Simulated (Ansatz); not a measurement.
Cost and result for the atomization energy of C6H8, SMILES `C1=CCCC=C1` (14 atoms, 14 bonds).

```xyz
14

C     0.697   -1.390    0.026
C    -0.102   -1.000    1.022
C    -0.596    0.414    1.082
C    -0.767    1.007   -0.311
C     0.403    0.686   -1.192
C     1.074   -0.457   -1.028
H     1.096   -2.398    0.001
H    -0.353   -1.680    1.830
H    -1.536    0.476    1.636
H     0.133    1.011    1.651
H    -0.921    2.086   -0.246
H    -1.675    0.596   -0.779
H     0.655    1.364   -2.001
H     1.893   -0.717   -1.690
```

Charge 0, multiplicity 1. Geometry: relaxed with PBE0-D4/def2-TZVP. Program: Ansatz. All runs use 4 threads of an Arm Neoverse V1 on a shared host. Times are those of one run each, without the atoms' runs, and a repeat can differ threefold. Electronic energies, without spin–orbit coupling; frozen cores. CCSD(T)/CBS adds CCSD(T) − MP2 in def2-TZVPP to the MP2 limit, and its time is that of the two runs behind it. T1 = 0.011; the RHF reference is unstable towards UHF. HSE06 is the plane-wave form, built on full-range PBE exchange.

CCSD(T)/CBS is a level of theory with its own doubt, some kJ/mol a heavy atom from the limit and from the frozen cores, so smaller differences don't rank the functionals.

```csv
level,functions,wall time
revPBE-D4/def2-TZVPP,298,3 s
BLYP-D4/def2-TZVPP,298,3 s
PBE-D4/def2-TZVPP (with forces),298,3.8 s
BHLYP-D4/def2-TZVPP,298,4.3 s
HSE06-D4/def2-TZVPP,298,4.6 s
r2SCANh-D4/def2-TZVPP,298,7.5 s
B2PLYP/def2-TZVPP,298,10 s
PBE-QIDH/def2-TZVPP,298,11 s
B97M-V/def2-TZVPP,298,14 s
CCSD(T)/def2-SVP,124,14 s
MP2/def2-QZVPP,582,53 s
CCSD(T)/def2-TZVPP,298,19 min
CCSD(T)/CBS(def2),–,20 min
```

Question: What atomization energy does each give, and how far from CCSD(T)/CBS? (Best estimate.)

Answer: Ansatz gave: 
```
                          level  atomization (kcal/mol)  difference from CCSD(T)/CBS  per bond
           revPBE-D4/def2-TZVPP                  1485.6                         11.3       0.8
             BLYP-D4/def2-TZVPP                  1475.3                          1.0       0.1
PBE-D4/def2-TZVPP (with forces)                  1520.0                         45.7       3.3
            BHLYP-D4/def2-TZVPP                  1439.4                        -34.9      -2.5
            HSE06-D4/def2-TZVPP                  1497.9                         23.6       1.7
          r2SCANh-D4/def2-TZVPP                  1476.3                          2.0       0.1
              B2PLYP/def2-TZVPP                  1464.8                         -9.5      -0.7
            PBE-QIDH/def2-TZVPP                  1481.9                          7.6       0.5
              B97M-V/def2-TZVPP                  1480.6                          6.3       0.5
               CCSD(T)/def2-SVP                  1425.6                        -48.7      -3.5
                 MP2/def2-QZVPP                  1487.8                         13.5       1.0
             CCSD(T)/def2-TZVPP                  1442.2                        -32.1      -2.3
              CCSD(T)/CBS(def2)                  1474.3                          0.0       0.0
```

Leaving LDA and LC-ωPBE aside and taking each functional with its dispersion term where it has one, the values spread over 80.5 kcal/mol, from BHLYP-D4 to PBE-D4. LDA lies +179.5 kcal/mol from PBE without D4, its usual overbinding. From r2SCAN to r2SCAN0 (25 % exact exchange), in def2-TZVPP and without D4, the atomization energy moves by −17.4 kcal/mol: exact exchange takes away binding that semilocal exchange gives to molecules. In def2-TZVPP, CCSD(T) changes the Hartree–Fock value by +335.5 kcal/mol (the triples alone add +22.8 kcal/mol) and MP2 by +362.3 kcal/mol; breaking electron pairs costs correlation energy, which Hartree–Fock lacks.
